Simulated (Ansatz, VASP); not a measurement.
**CsH in VASP and in Ansatz**

The input POSCAR:

```
CsH
1.0
    0.0000000000      3.1880000000      3.1880000000
    3.1880000000      0.0000000000      3.1880000000
    3.1880000000      3.1880000000      0.0000000000
Cs H
1 1
Direct
    0.0000000000      0.0000000000      0.0000000000
    0.5000000000      0.5000000000      0.5000000000
```

INCAR.step1

```
SYSTEM = CsH
PREC = Accurate
ENCUT = 520
ISMEAR = 0
SIGMA = 0.01
LREAL = .FALSE.
LASPH = .TRUE.
NELM = 100
NBANDS = 12
GGA = PE
ALGO = Normal
EDIFF = 1E-4
LWAVE = .TRUE.
LCHARG = .FALSE.
```

The input INCAR.step2:

```
SYSTEM = CsH
PREC = Accurate
ENCUT = 520
EDIFF = 1E-7
ISMEAR = 0
SIGMA = 0.01
LREAL = .FALSE.
LASPH = .TRUE.
NELM = 100
ALGO = Normal
ISIF = 2
LWAVE = .FALSE.
LCHARG = .TRUE.
METAGGA = R2SCAN
LMIXTAU = .TRUE.
LELF = .TRUE.
LVHAR = .TRUE.
NBANDS = 12
ISTART = 1
```

File KPOINTS:

```
regular mesh
0
G
  6 6 6
  0 0 0
```

Input for Ansatz:

```yaml
crystal:
  lattice:
    - [0.0, 3.188, 3.188]
    - [3.188, 0.0, 3.188]
    - [3.188, 3.188, 0.0]
  atoms:
    - { symbol: Cs, position: [0.0, 0.0, 0.0] }
    - { symbol: H, position: [0.5, 0.5, 0.5] }
kpoints:
  mp_grid: { grid: [6, 6, 6] }
scf:
  occupations: { method: fixed }
hamiltonian:
  xc: r2scan
  pseudopotentials: { kind: paw }
output:
  eigenstates:
    kpoints:
      - [0.0, 0.0, -0.5]
      - [0.0, 0.00253693, -0.49746307]
      - [0.0, 0.00507386, -0.49492614]
      - [0.0, 0.010147719, -0.489852281]
      - [0.00253693, 0.0, -0.49746307]
      - [0.00507386, 0.0, -0.49492614]
      - [0.010147719, 0.0, -0.489852281]
      - [0.00253693, 0.00253693, -0.5]
      - [0.00507386, 0.00507386, -0.5]
      - [0.010147719, 0.010147719, -0.5]
      - [0.00179388, 0.00179388, -0.496412239]
      - [0.003587761, 0.003587761, -0.492824479]
      - [0.007175521, 0.007175521, -0.485648958]
      - [-0.00179388, 0.00179388, -0.5]
      - [-0.003587761, 0.003587761, -0.5]
      - [-0.007175521, 0.007175521, -0.5]
      - [0.002929394, 0.002929394, -0.497070606]
      - [0.005858788, 0.005858788, -0.494141212]
      - [0.011717577, 0.011717577, -0.488282423]
      - [-0.001035697, -0.001035697, -0.497928605]
      - [-0.002071395, -0.002071395, -0.495857211]
      - [-0.004142789, -0.004142789, -0.491714422]
      - [0.0, 0.0, -0.5]
      - [0.0, 0.00253693, -0.49746307]
      - [0.0, 0.00507386, -0.49492614]
      - [0.0, 0.010147719, -0.489852281]
      - [0.00253693, 0.0, -0.49746307]
      - [0.00507386, 0.0, -0.49492614]
      - [0.010147719, 0.0, -0.489852281]
      - [0.00253693, 0.00253693, -0.5]
      - [0.00507386, 0.00507386, -0.5]
      - [0.010147719, 0.010147719, -0.5]
      - [0.00179388, 0.00179388, -0.496412239]
      - [0.003587761, 0.003587761, -0.492824479]
      - [0.007175521, 0.007175521, -0.485648958]
      - [-0.00179388, 0.00179388, -0.5]
      - [-0.003587761, 0.003587761, -0.5]
      - [-0.007175521, 0.007175521, -0.5]
      - [0.002929394, 0.002929394, -0.497070606]
      - [0.005858788, 0.005858788, -0.494141212]
      - [0.011717577, 0.011717577, -0.488282423]
      - [-0.001035697, -0.001035697, -0.497928605]
      - [-0.002071395, -0.002071395, -0.495857211]
      - [-0.004142789, -0.004142789, -0.491714422]
    de_dk: true
    e_range: [-3, 5.680549464862]
checkpoint:
  read: ck
```

Alike in both runs: task single point; functional r2SCAN; k mesh 6 × 6 × 6; no spin polarisation.

|  | VASP | Ansatz |
| --- | --- | --- |
| version | VASP 6.6.1 | Ansatz 0.2.0 |
| potentials or method | VASP PAW PBE potentials, release 64 (Cs_sv, H) | PAW with Ansatz's default frozen-core files, scalar-relativistic |
| plane-wave cutoff (eV) | 520 | 500 |
| occupations | gaussian, width 0.01 eV | fixed |
| valence electrons in the cell | 10 | 10 |

Ansatz gave:

```
gap on the k mesh at the Fermi level (eV) : 2.68
```

Q: What did VASP give for the same quantities?

A: gap on the k mesh at the Fermi level (eV): 2.66.

Caveats: spin-orbit coupling is left out, which moves the levels of the heavy elements. r2SCAN opens gaps a little over a GGA but as a rule still falls short of measured ones. A k mesh can miss the band edges.
